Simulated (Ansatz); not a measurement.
Crystal: KBr.

```
CELL_PARAMETERS angstrom
0.00000 3.30000 3.30000
3.30000 0.00000 3.30000
3.30000 3.30000 0.00000
ATOMIC_POSITIONS crystal
Br 0.50000 0.50000 0.50000
K 0.00000 0.00000 0.00000
```

* Program: Ansatz 0.2.0
* Task: relaxation of cell and atoms
* Functional: BLYP
* Potentials or basis: all-electron LAPW, scalar-relativistic
* Basis error allowed: 0.001 eV/atom
* k mesh: 7 × 7 × 7
* Occupations: fermi-dirac, width 0.05 eV
* Spin: no spin polarisation

At the start: volume 35.94 Å³/atom.

Q: Where does the relaxation end?

A: Over 5 steps the energy falls by 15.3 meV/atom and the volume is 39.56 Å³/atom (+10.1 %); space group Fm-3m (No. 225, to 0.05 Å).

The path:
| step | energy change (eV) | largest force (eV/Å) | volume (Å³) |
| --- | --- | --- | --- |
| 1 | 0.0000 | 0.0000 | 71.87 |
| 2 | -0.0220 | 0.0000 | 75.15 |
| 3 | -0.0303 | 0.0000 | 78.50 |
| 4 | -0.0305 | 0.0000 | 79.12 |
| 5 | -0.0305 | 0.0000 | 79.12 |

Final structure:
```cif
data_structure
_symmetry_space_group_name_H-M 'P 1'
_symmetry_Int_Tables_number 1
_cell_length_a 4.8187
_cell_length_b 4.8187
_cell_length_c 4.8187
_cell_angle_alpha 60.000
_cell_angle_beta 60.000
_cell_angle_gamma 60.000
_cell_volume 79.12
loop_
_atom_site_label
_atom_site_type_symbol
_atom_site_fract_x
_atom_site_fract_y
_atom_site_fract_z
_atom_site_occupancy
Br1 Br 0.50000 0.50000 0.50000 1
K1 K 0.00000 0.00000 0.00000 1
```

Caveat: the volume moved by +10 % from the deposited cell, more than functionals usually miss.
